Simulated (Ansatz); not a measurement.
ZnTe (zinc blende)

```xyz
2
Lattice="0.0000 3.0329 3.0329 3.0329 0.0000 3.0329 3.0329 3.0329 0.0000" Properties=species:S:1:pos:R:3 pbc="T T T"
Te     4.5494     4.5494     4.5494
Zn     0.0000     0.0000     0.0000
```

Two coordinates are scanned: the volume, and the ratio of the stretch along z (the conventional c axis) to the stretch across it. Atoms keep their fractional coordinates.

Calculation: PBEsol (plane waves to 420 eV, PAW, scalar-relativistic; Ansatz, a first-principles code). k mesh 9×9×9 (Γ-centred), Fermi-Dirac smearing 0.05 eV. Compression counts positive. Spin-orbit coupling is left out, though Te is heavy. The PAW data are Ansatz's earlier set. ZnTe was relaxed with its symmetry unable to fall.

At one point of the scan the stress tensor (GPa) is:

```
   0.43     0.00     0.00
   0.00     0.43     0.00
   0.00     0.00    -0.90
```

Task: Which point is it?
(A) V/V₀ = 1.000, (c/a)/(c/a)₀ = 1.020
(B) V/V₀ = 1.020, (c/a)/(c/a)₀ = 1.020
(C) V/V₀ = 1.020, (c/a)/(c/a)₀ = 1.040
(D) V/V₀ = 1.000, (c/a)/(c/a)₀ = 1.040

Result: D, V/V₀ = 1.000, (c/a)/(c/a)₀ = 1.040

(A scan under strain: stresses follow from slopes of the energy per volume, elastic moduli from its curvatures.)
